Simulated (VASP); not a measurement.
# Hf in VASP: relaxation of the atoms with PBE+D4

Aim: the relaxation of the atoms of Hf with PBE+D4.

All numbers are computed with VASP 6.6.1; they aren't measurements. Logs are shortened: lines on timing, memory, paths and dates and some standing lists are left out, and cuts for length are marked.

## (1) The undisturbed slab

The cell holds a slab with vacuum, 5 atoms: a = 3.140 Å, b = 3.140 Å, c = 25.254 Å, α = 90.00°, β = 90.00°, γ = 120.00°.

The slab is cut from a database's or a generator's crystal, which needn't be the stable form of the element.

## (2) Relaxation of the atoms, PBE+D4 (the (1 1 1) slab of Hf, cut from the database cell, not relaxed)

INCAR

```
ALGO     = Fast           # electronic algorithm
DIPOL    = 0.5 0.5 0.500
EDIFF    = 1E-7           # SCF threshold, eV
EDIFFG   = -0.005         # ionic threshold
ENCUT    = 520            # plane-wave cutoff, eV
GGA      = PE             # functional
IBRION   = 2              # ionic algorithm
IDIPOL   = 3            
ISIF     = 2              # what is computed and relaxed
ISMEAR   = 0              # smearing method
IVDW     = 13             # dispersion correction
LASPH    = T              # aspherical terms in the spheres
LCHARG   = F              # write CHGCAR
LDIPOL   = T            
LREAL    = F              # projectors in reciprocal space
LWAVE    = F              # write WAVECAR
NELM     = 60             # most SCF steps
NSW      = 40             # ionic steps
PREC     = Accurate       # precision mode
SIGMA    = 0.05           # smearing width, eV
```

KPOINTS

```
k-points
0
Gamma
  10 10 1
```

POSCAR

```
Hf
1.0
    3.1395541085      0.0000000000      0.0000000000
   -1.5697770542      2.7189336145      0.0000000000
    0.0000000000      0.0000000000     25.2537407808
Hf
5
Selective dynamics
Direct
    0.6666666667      0.3333333333      0.2969857046  F F F
    0.3333333333      0.6666666667      0.3984928523  F F F
    0.0000000000      0.0000000000      0.5000000000  T T T
    0.6666666667      0.3333333333      0.6015071477  T T T
    0.3333333333      0.6666666667      0.7030142954  T T T
```

Potentials or basis: VASP PAW PBE potentials, release 64 (Hf_pv).

Command:

```console
$ cat potpaw_PBE.64/Hf_pv/POTCAR > POTCAR
$ mpirun -np 1 vasp_std > vasp.out
```

OUTCAR:

```text
EDIFF = 1E-7
   EDIFFG = -0.005
   ENCUT = 520
   GGA = PE
   IBRION = 2
   ISIF = 2
   ISMEAR = 0
   IVDW = 13
   LASPH = T
   LREAL = F
   NELM = 60
   NSW = 40
   PREC = Accurate

 ion  position               nearest neighbor table
   1  0.667  0.333  0.297-   2 3.14   2 3.14   2 3.14
   2  0.333  0.667  0.398-   3 3.14   1 3.14   1 3.14   3 3.14   3 3.14   1 3.14
   3  0.000  0.000  0.500-   2 3.14   4 3.14   2 3.14   4 3.14   4 3.14   2 3.14
   4  0.667  0.333  0.602-   3 3.14   5 3.14   5 3.14   3 3.14   3 3.14   5 3.14
   5  0.333  0.667  0.703-   4 3.14   4 3.14   4 3.14

  LATTYP: Found a hexagonal cell.
 ALAT       =     3.1395541085
 C/A-ratio  =     8.0437348452

  Lattice vectors:

 A1 = (   3.1395541085,   0.0000000000,   0.0000000000)
 A2 = (  -1.5697770542,   2.7189336145,   0.0000000000)
 A3 = (   0.0000000000,   0.0000000000,  25.2537407808)

Analysis of symmetry for initial positions (statically):
=====================================================================
 Subroutine PRICEL returns:
 Original cell was already a primitive cell.

 Routine SETGRP: Setting up the symmetry group for a
 hexagonal supercell.

 Subroutine GETGRP returns: Found 12 space group operations
 (whereof 12 operations were pure point group operations)
 out of a pool of 24 trial point group operations.

The static configuration has the point symmetry D_3d.

Analysis of symmetry for dynamics (positions and initial velocities):
=====================================================================
 Subroutine PRICEL returns:
 Original cell was already a primitive cell.

 Routine SETGRP: Setting up the symmetry group for a
 hexagonal supercell.

 Subroutine GETGRP returns: Found 12 space group operations
 (whereof 12 operations were pure point group operations)
 out of a pool of 24 trial point group operations.

The dynamic configuration has the point symmetry D_3d.

Analysis of constrained symmetry for selective dynamics:
=====================================================================
 Subroutine PRICEL returns:
 Original cell was already a primitive cell.

 Routine SETGRP: Setting up the symmetry group for a
 hexagonal supercell.

 Subroutine GETGRP returns: Found  6 space group operations
 (whereof  6 operations were pure point group operations)
[... 132 lines left out ...]
  energy-cutoff  :      520.00
  volume of cell :      215.57
 maximum number of plane-waves:      5830
 NGX is ok and might be reduce to    24
   NGX = 11   NGY = 11   NGZ = 93

--------------------------------------- Ionic step        1  -------------------------------------------

 number of electron      49.9999991 magnetization

 Free energy of the ion-electron system (eV)
  ---------------------------------------------------
  ext. energy  EPLUGINS =         0.00000000
  ---------------------------------------------------
  free energy    TOTEN  =       -47.45394685 eV

  energy without entropy =      -47.44312695  energy(sigma->0) =      -47.44853690

------------------------ aborting loop EDIFF was not reached (unconverged)  ----------------------------

  DFT-D4 for vdW energy calculation

  Edisp (eV):   -0.86217

  FORCE on cell =-STRESS in cart. coord.  units (eV):
  Direction    XX          YY          ZZ          XY          YZ          ZX
  --------------------------------------------------------------------------------------
  -------------------------------------------------------------------------------------
  Total      -1.16132    -1.16132    -2.15263    -0.00000     0.00000     0.00000
  in kB      -8.63121    -8.63121   -15.99881    -0.00000     0.00000     0.00000
  external pressure =      -11.09 kB  Pullay stress =        0.00 kB
[... 106 lines left out ...]
  FREE ENERGIE OF THE ION-ELECTRON SYSTEM (eV)
  ---------------------------------------------------
  free  energy   TOTEN  =       -48.3697951613 eV

  energy  without entropy=      -48.3620560576  energy(sigma->0) =      -48.36592561

[... ionic steps 4 to 10 ...]

--------------------------------------- Ionic step       11  -------------------------------------------

 number of electron      49.9999993 magnetization

------------------------ aborting loop because EDIFF is reached ----------------------------------------
[... 75 lines left out ...]
  FREE ENERGIE OF THE ION-ELECTRON SYSTEM (eV)
  ---------------------------------------------------
  free  energy   TOTEN  =       -48.3716340396 eV

  energy  without entropy=      -48.3640716210  energy(sigma->0) =      -48.36785283

 dipolmoment           0.000000      0.000000      0.000336 electrons x Angstroem

--------------------------------------- Ionic step       13  -------------------------------------------

 number of electron      49.9999993 magnetization

 dipolmoment           0.000000      0.000000     -0.001550 electrons x Angstroem

 Free energy of the ion-electron system (eV)
  ---------------------------------------------------
  ext. energy  EPLUGINS =         0.00000000
  ---------------------------------------------------
  free energy    TOTEN  =       -47.50904060 eV

  energy without entropy =      -47.50147206  energy(sigma->0) =      -47.50525633

 E-fermi :   0.4742     XC(G=0):  -6.5824

 val. band max:        0.4553537184   @ k =   0.3000   0.1000   0.0000
 cond. band min:       0.4959999436   @ k =   0.3000   0.3000   0.0000
 fundamental gap:      0.0406462252
 Fermi energy:         0.4742212417

 k-point     1 :       0.0000    0.0000    0.0000
  band No.  band energies     occupation
      1     -30.4797      2.00000
      2     -30.4482      2.00000
      3     -30.1258      2.00000
      4     -29.9408      2.00000
      5     -29.9408      2.00000
      6     -29.8695      2.00000
[... 451 lines left out ...]
     29       0.7341      0.00000
     30       1.0310      0.00000

------------------------ aborting loop because EDIFF is reached ----------------------------------------

 vacuum level on the upper side and lower side of the slab       (xc-potential included)        -0.171        -0.148

  DFT-D4 for vdW energy calculation

  Edisp (eV):   -0.86260

  FORCE on cell =-STRESS in cart. coord.  units (eV):
  Direction    XX          YY          ZZ          XY          YZ          ZX
  --------------------------------------------------------------------------------------
  -------------------------------------------------------------------------------------
  Total      -0.68707    -0.68707    -1.51954    -0.00000     0.00000    -0.00000
  in kB      -5.10644    -5.10644   -11.29357    -0.00000     0.00000    -0.00000
  external pressure =       -7.17 kB  Pullay stress =        0.00 kB
[... 20 lines left out ...]
  FREE ENERGIE OF THE ION-ELECTRON SYSTEM (eV)
  ---------------------------------------------------
  free  energy   TOTEN  =       -48.3716367490 eV

  energy  without entropy=      -48.3640682066  energy(sigma->0) =      -48.36785248

 reached required accuracy - stopping structural energy minimisation

 vacuum level on the upper side and lower side of the slab         4.722         4.746
```

CONTCAR:

```text
Hf
   1.00000000000000
     3.1395541085000001    0.0000000000000000    0.0000000000000000
    -1.5697770542000000    2.7189336145000000    0.0000000000000000
     0.0000000000000000    0.0000000000000000   25.2537407808000012
  Hf
     5
Selective dynamics
Direct
     0.6666666667000030    0.3333333332999970    0.2969857045999973   F   F   F
     0.3333333332999970    0.6666666667000030    0.3984928523000022   F   F   F
     1.0000000000000000    0.0000000000000000    0.5011869990563920   T   T   T
     0.6666666667000030    0.3333333332999970    0.6052300290194657   T   T   T
     0.3333333332999970    0.6666666667000030    0.7006005178999640   T   T   T

  0.00000000E+00  0.00000000E+00  0.00000000E+00
  0.00000000E+00  0.00000000E+00  0.00000000E+00
  0.00000000E+00  0.00000000E+00  0.00000000E+00
  0.00000000E+00  0.00000000E+00  0.00000000E+00
  0.00000000E+00  0.00000000E+00  0.00000000E+00
```

Run time: 20 min. Hardware: 1 thread of Intel Xeon Platinum 8488C (Sapphire Rapids), shared host; peak memory 0.39 GiB.

Results:

```yaml
Free_energy: -48.3716 eV
Energy_gained_by_relaxing: 11.1 meV/atom
Ionic_steps: 13
Band_gap_on_the_k_mesh: none (metal or under the smearing width)
Dispersion_energy_per_atom: -0.173 eV
```

The path:
| step | energy change (eV) | largest force (eV/Å) | pressure (GPa) |
| --- | --- | --- | --- |
| 1 | 0.0000 | 0.6991 | -1.11 |
| 2 | -0.0322 | 0.6832 | -0.97 |
| 3 | -0.0537 | 0.6487 | -0.69 |
| 4 | -0.0537 | 0.6479 | -0.68 |
| 5 | -0.0547 | 0.6282 | -0.67 |
| 6 | -0.0554 | 0.5951 | -0.65 |
| 7 | -0.0554 | 0.5945 | -0.67 |
| 8 | -0.0554 | 0.5948 | -0.67 |
| 9 | -0.0555 | 0.5936 | -0.67 |
| 10 | -0.0555 | 0.5905 | -0.69 |
| 11 | -0.0555 | 0.5839 | -0.71 |
| 12 | -0.0555 | 0.5815 | -0.71 |
| 13 | -0.0555 | 0.5785 | -0.72 |

Final structure:
```cif
data_structure
_symmetry_space_group_name_H-M 'P 1'
_symmetry_Int_Tables_number 1
_cell_length_a 3.1396
_cell_length_b 3.1396
_cell_length_c 25.2537
_cell_angle_alpha 90.000
_cell_angle_beta 90.000
_cell_angle_gamma 120.000
_cell_volume 215.57
loop_
_atom_site_label
_atom_site_type_symbol
_atom_site_fract_x
_atom_site_fract_y
_atom_site_fract_z
_atom_site_occupancy
Hf1 Hf 0.66667 0.33333 0.29699 1
Hf2 Hf 0.33333 0.66667 0.39849 1
Hf3 Hf 0.00000 0.00000 0.50119 1
Hf4 Hf 0.66667 0.33333 0.60523 1
Hf5 Hf 0.33333 0.66667 0.70060 1
```

Spin-orbit coupling is left out, which matters for the levels of Hf.
